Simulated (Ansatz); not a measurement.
**Band table of BaS (CsCl type)**

```
CELL_PARAMETERS angstrom
3.84047 0.00000 0.00000
0.00000 3.84047 0.00000
0.00000 0.00000 3.84047
ATOMIC_POSITIONS crystal
Ba 0.00000 0.00000 0.00000
S 0.50000 0.50000 0.50000
```

The cell comes from a relaxation on PAW files under the same functional, begun from a prototype that needn't be the stable phase.

All numbers are PBE results (scalar-relativistic) from Ansatz 0.2.0, with a Γ-centred 10×10×10 k mesh, Fermi–Dirac smearing of 0.05 eV, no spin polarisation. Methods: LAPW: all electrons, basis error target 1 meV/atom.

Spin–orbit coupling is left out, which matters for the heavy atoms.

Path points, in fractions of the reciprocal vectors: Γ (0.000, 0.000, 0.000), X (0.000, 0.500, 0.000), M (0.500, 0.500, 0.000), R (0.500, 0.500, 0.500). The distance column jumps between branches of the path. Levels in eV from the valence-band top; bands 15 to 24, counted from the lowest band of the run. The gap is 1.57 eV, the pressure 0.02 GPa.

```
# k(1/Å) point b15 b16 b17 b18 b19 b20 b21 b22 b23 b24
0.000 Γ -11.80 -11.80 -11.80 -10.98 -0.08 -0.08 -0.08 1.57 1.57 3.92
0.117 - -11.94 -11.79 -11.79 -10.85 -0.32 -0.10 -0.10 1.61 1.79 4.12
0.234 - -12.23 -11.78 -11.78 -10.61 -0.85 -0.18 -0.18 1.71 2.32 4.64
0.351 - -12.55 -11.75 -11.75 -10.35 -1.44 -0.30 -0.30 1.88 3.06 5.31
0.467 - -12.83 -11.73 -11.73 -10.12 -1.99 -0.42 -0.42 2.10 3.95 5.99
0.584 - -13.06 -11.70 -11.70 -9.94 -2.42 -0.54 -0.54 2.33 4.92 6.10
0.701 - -13.20 -11.68 -11.68 -9.81 -2.70 -0.62 -0.62 2.52 5.73 5.77
0.818 X -13.25 -11.68 -11.68 -9.77 -2.80 -0.64 -0.64 2.60 5.59 6.17
0.935 - -13.22 -11.73 -11.67 -9.80 -2.73 -0.70 -0.62 2.67 5.66 6.04
1.052 - -13.15 -11.87 -11.66 -9.89 -2.53 -0.83 -0.54 2.85 5.43 5.80
1.169 - -13.04 -12.07 -11.64 -10.03 -2.25 -0.99 -0.43 2.98 4.84 5.63
1.285 - -12.91 -12.28 -11.62 -10.21 -1.92 -1.13 -0.29 2.91 4.27 5.13
1.402 - -12.77 -12.45 -11.60 -10.38 -1.62 -1.23 -0.15 2.66 3.83 4.75
1.519 - -12.66 -12.57 -11.59 -10.51 -1.39 -1.28 -0.04 2.42 3.55 4.52
1.636 M -12.61 -12.61 -11.58 -10.57 -1.30 -1.30 0.00 2.33 3.45 4.45
1.801 - -12.65 -12.58 -11.59 -10.47 -1.46 -1.27 -0.08 2.51 3.64 4.52
1.967 - -12.71 -12.47 -11.62 -10.26 -1.74 -1.17 -0.23 2.83 4.07 4.72
2.132 - -12.70 -12.32 -11.66 -10.11 -1.85 -1.02 -0.33 2.98 4.36 4.99
2.297 - -12.57 -12.14 -11.71 -10.15 -1.63 -0.81 -0.33 2.65 3.78 4.66
2.462 - -12.33 -11.97 -11.76 -10.39 -1.09 -0.54 -0.24 2.13 2.72 4.80
2.628 - -12.01 -11.84 -11.79 -10.75 -0.42 -0.24 -0.13 1.73 1.91 4.29
2.793 Γ -11.80 -11.80 -11.80 -10.98 -0.08 -0.08 -0.08 1.57 1.57 3.92
2.995 - -12.05 -11.84 -11.84 -10.67 -0.50 -0.27 -0.27 1.94 1.94 4.43
3.198 - -12.37 -11.94 -11.94 -10.26 -1.08 -0.65 -0.65 2.77 2.77 5.22
3.400 - -12.52 -12.08 -12.08 -10.10 -1.23 -1.13 -1.13 3.74 3.74 5.49
3.603 - -12.51 -12.22 -12.22 -10.18 -1.67 -1.67 -1.16 4.46 4.65 4.65
3.805 - -12.45 -12.33 -12.33 -10.28 -2.18 -2.18 -1.59 4.63 5.56 5.56
4.007 - -12.42 -12.40 -12.40 -10.25 -2.54 -2.54 -2.33 5.97 6.58 6.58
4.210 R -12.42 -12.42 -12.42 -10.20 -2.67 -2.67 -2.67 7.41 7.41 7.41
4.375 - -12.44 -12.40 -12.39 -10.24 -2.60 -2.56 -2.45 6.40 6.50 6.83
4.540 - -12.52 -12.33 -12.29 -10.29 -2.38 -2.28 -1.85 5.22 5.47 5.79
4.706 - -12.67 -12.21 -12.15 -10.28 -2.05 -2.03 -1.10 4.38 4.63 4.76
4.871 - -12.87 -12.05 -11.98 -10.16 -2.03 -1.62 -0.52 3.88 4.25 4.35
5.036 - -13.06 -11.87 -11.83 -9.98 -2.33 -1.17 -0.41 3.19 4.86 4.89
5.201 - -13.20 -11.73 -11.72 -9.83 -2.66 -0.80 -0.56 2.75 5.78 5.80
5.367 X -13.25 -11.68 -11.68 -9.77 -2.80 -0.64 -0.64 2.60 5.59 6.17
6.523 R -12.42 -12.42 -12.42 -10.20 -2.67 -2.67 -2.67 7.41 7.41 7.41
6.640 - -12.43 -12.43 -12.38 -10.22 -2.61 -2.61 -2.58 6.86 6.88 6.88
6.757 - -12.46 -12.46 -12.27 -10.28 -2.45 -2.45 -2.31 5.79 6.31 6.31
6.874 - -12.50 -12.50 -12.11 -10.35 -2.20 -2.20 -1.88 4.69 5.76 5.76
6.991 - -12.54 -12.54 -11.93 -10.43 -1.90 -1.90 -1.35 3.73 5.22 5.26
7.108 - -12.58 -12.58 -11.75 -10.50 -1.60 -1.60 -0.76 2.97 4.41 4.84
7.225 - -12.60 -12.60 -11.63 -10.55 -1.38 -1.38 -0.23 2.49 3.73 4.55
7.341 M -12.61 -12.61 -11.58 -10.57 -1.30 -1.30 0.00 2.33 3.45 4.45
```
